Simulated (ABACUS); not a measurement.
# Mg (P6_3/mmc) in ABACUS: single point with PBEsol

Aim: the single point of Mg with PBEsol.

All numbers are computed with ABACUS 3.10.1; they aren't measurements. Logs are shortened: lines on timing, memory, paths and dates and some standing lists are left out, and cuts for length are marked.

## (1) Starting point

Symmetry: P6_3/mmc, No. 194, hexagonal system. Conventional cell: a = 3.209 Å, b = 3.209 Å, c = 5.210 Å, α = 90.00°, β = 90.00°, γ = 120.00°. Around Mg (site symmetry -6m2) lie 12 Mg at 3.20 to 3.21 Å.

## (2) Single point, PBEsol

File INPUT:

```
INPUT_PARAMETERS
suffix              Mg
calculation         scf
basis_type          pw
pseudo_dir          ./
latname             hexagonal
symmetry            1
dft_functional      pbesol
ecutwfc             84
pseudo_rcut         10
nspin               1
nbands              20
ks_solver           dav
smearing_method     fd
smearing_sigma      0.00367493
scf_thr             1e-08
scf_nmax            100
mixing_type         broyden
mixing_beta         0.7
cal_force           1
cal_stress          1
out_chg             1
kpar                4
```

File STRU:

```
ATOMIC_SPECIES
Mg 24.3050 12_Mg_10_1.9_2.0_pbe_v1.0.upf

LATTICE_CONSTANT
6.0646980518

LATTICE_PARAMETERS
1.6235004518

ATOMIC_POSITIONS
Direct

Mg
0.0
2
0.6666666667 0.3333333333 0.7500000000 1 1 1
0.3333333333 0.6666666667 0.2500000000 1 1 1
```

File KPT:

```
K_POINTS
0
Gamma
8 8 4 0 0 0
```

Potentials or basis: SPMS ONCV 1.0 PBE, plane waves.

The run is started by

```console
$ OMP_NUM_THREADS=1 mpirun -np 4 abacus > log
```

running log:

```text
ABACUS v3.10.1

               Atomic-orbital Based Ab-initio Computation at UStc

 ------------------------------------------------------------------------------------

 READING GENERAL INFORMATION
                           global_out_dir = OUT.Mg/
                           global_in_card = INPUT
                               pseudo_dir = ./
                              orbital_dir =
                                    DSIZE = 4
                                    GSIZE = 1

 READING UNITCELL INFORMATION
                                    ntype = 1
                  lattice constant (Bohr) = 6.0647
              lattice constant (Angstrom) = 3.2093

 READING ATOM TYPE 1
                               atom label = Mg
                      L=0, number of zeta = 1
                      L=1, number of zeta = 1
                      L=2, number of zeta = 1
             number of atom for this type = 2

                        TOTAL ATOM NUMBER = 2
DIRECT COORDINATES
    atom                   x                   y                   z     mag                  vx                  vy                  vz
taud_Mg1            0.6666666667        0.3333333333        0.7500000000  0.0000        0.0000000000        0.0000000000        0.0000000000
taud_Mg2            0.3333333333        0.6666666667        0.2500000000  0.0000        0.0000000000        0.0000000000        0.0000000000

                          Volume (Bohr^3) = 313.625
                             Volume (A^3) = 46.4744

 Lattice vectors: (Cartesian coordinate: in unit of a_0)
                   +1                  +0                  +0
                 -0.5           +0.866025                  +0
                   +0                  +0             +1.6235
 Reciprocal vectors: (Cartesian coordinate: in unit of 2 pi/a_0)
                   +1            +0.57735                  -0
                   -0             +1.1547                  -0
                   +0                  -0           +0.615953
 The esolver type has been set to : ksdft_pw

                PAO radial cut off (Bohr) = 10

 Read in pseudopotential file is 12_Mg_10_1.9_2.0_pbe_v1.0.upf
                     pseudopotential type = NC
          exchange-correlation functional = PBE
                 nonlocal core correction = 0
                        valence electrons = 10
                                     lmax = 1
                           number of zeta = 3
                     number of projectors = 4
                           L of projector = 0
                           L of projector = 0
                           L of projector = 1
                           L of projector = 1
 XC functional updated to : pbesol
          exchange-correlation functional = PBESOL
     initial pseudo atomic orbital number = 10

 SETUP THE ELECTRONS NUMBER
            electron number of element Mg = 10
      total electron number of element Mg = 20
            AUTOSET number of electrons:  = 20
                           occupied bands = 10
[... 153 lines left out ...]
 --------------- sum -------------------
        1            253           5599

 SETUP NONLOCAL PSEUDOPOTENTIALS IN PLANE WAVE BASIS
 Mg non-local projectors:
 projector 1 L=0
 projector 2 L=0
 projector 3 L=1
 projector 4 L=1
      TOTAL NUMBER OF NONLOCAL PROJECTORS = 16

 Init Non-Local PseudoPotential table :
 Init Non-Local-Pseudopotential done.

                                     npwx = 4096

 Make real space PAO into reciprocal space.
       max mesh points in Pseudopotential = 1001
     dq(describe PAO in reciprocal space) = 0.01
                                    max q = 1104

 number of pseudo atomic orbitals for Mg is 3
WARNING: norm of atomic wavefunction # 3 of atomic type Mg is 0.9998, renormalized

 -------------------------------------------
 SELF-CONSISTENT
 -------------------------------------------
                                 init_chg = atomic

 PW ALGORITHM --------------- ION=   1  ELEC=   1--------------------------------
 Notice: Threshold on eigenvalues was too large.
 hsover_error=0.2 > DRHO=0.00880534
 Origin diag ethr = 0.01
 New diag ethr = 4.40267e-05

 Density error is 0.00877536291421
                          Error Threshold = 4.40267188681e-05
----------------------------------------------------------
     Energy           Rydberg                 eV
----------------------------------------------------------
 E_KohnSham     -223.6558219233      -3042.9935690299
 E_Harris       -224.7136675654      -3057.3862973672
 E_Fermi        0.4288490343         5.8347904489
----------------------------------------------------------
[... 51 lines left out ...]
 Density error is 5.0715646954e-10
                          Error Threshold = 1.74243420438e-10
----------------------------------------------------------
     Energy           Rydberg                 eV
----------------------------------------------------------
 E_KohnSham     -223.6559536516      -3042.9953612854
 E_KS(sigma->0) -223.6558730393      -3042.9942644986
 E_Harris       -223.6560789398      -3042.9970659186
 E_band         -52.1182678775       -709.1054130243
 E_one_elec     -161.0938224307      -2191.7938976584
 E_Hartree      73.1776960935        995.6336333846
 E_xc           -28.6233428747       -389.4405589037
 E_Ewald        -107.1163232150      -1457.3923445343
 E_entropy(-TS) -0.0001612246        -0.0021935736
 E_descf        0.0000000000         0.0000000000
 E_exx          0.0000000000         0.0000000000
 E_Fermi        0.4254518987         5.7885700475
----------------------------------------------------------

 charge density convergence is achieved
 final etot is -3042.9953613 eV
 EFERMI = 5.7885700475 eV

 STATE ENERGY(eV) AND OCCUPATIONS    NSPIN == 1
 1/8 kpoint (Cartesian) = 0.0000 0.0000 0.0000 (4031 pws)
       1       -70.0444     0.00781250
       2       -70.0416     0.00781250
       3       -36.7960     0.00781250
       4       -36.7646     0.00781250
       5       -36.7606     0.00781250
       6       -36.7606     0.00781250
[... 122 lines left out ...]
      19        18.7370        0.00000
      20        20.6297        0.00000

[... levels at 2 further k points ...]

------------------------------------------------------------------------------------------
 TOTAL-FORCE (eV/Angstrom)
------------------------------------------------------------------------------------------
                       Mg1         0.0000000000         0.0000000000         0.0000000000
                       Mg2         0.0000000000         0.0000000000         0.0000000000
------------------------------------------------------------------------------------------

----------------------------------------------------------------
 TOTAL-STRESS (KBAR)
----------------------------------------------------------------
       -12.4374452179         0.0000000000         0.0000000000
         0.0000000000       -12.4374452179        -0.0000000000
         0.0000000000        -0.0000000000        -2.5609862182
----------------------------------------------------------------
 TOTAL-PRESSURE: -9.145292 KBAR

 --------------------------------------------
 !FINAL_ETOT_IS -3042.9953612853537379 eV
 --------------------------------------------
```

It took 8.2 s on 4 MPI ranks of Intel Xeon Platinum 8488C (Sapphire Rapids), shared host; peak memory 0.36 GiB.

Results:

```yaml
Free_energy: -3042.9954 eV
Pressure: -0.9 GPa
Band_gap_on_the_k_mesh: none (metal or under the smearing width)
```

Levels at points of the mesh, in eV from the Fermi level:
```
           k point  band 8  band 9  band 10  band 11  band 12  band 13
(0.00, 0.00, 0.00)  -42.54   -6.87    -1.65    -1.22    10.89    10.89
(0.50, 0.50, 0.00)  -42.55   -2.10    -2.10     2.66     3.03     3.27
(0.00, 0.00, 0.50)  -42.55   -5.48    -5.48     5.02     5.02    11.64
(0.50, 0.50, 0.50)  -42.55   -1.06    -1.06    -0.43    -0.43     8.01
```

Caveat: the potentials were made for another functional, which shifts forces and pressure.
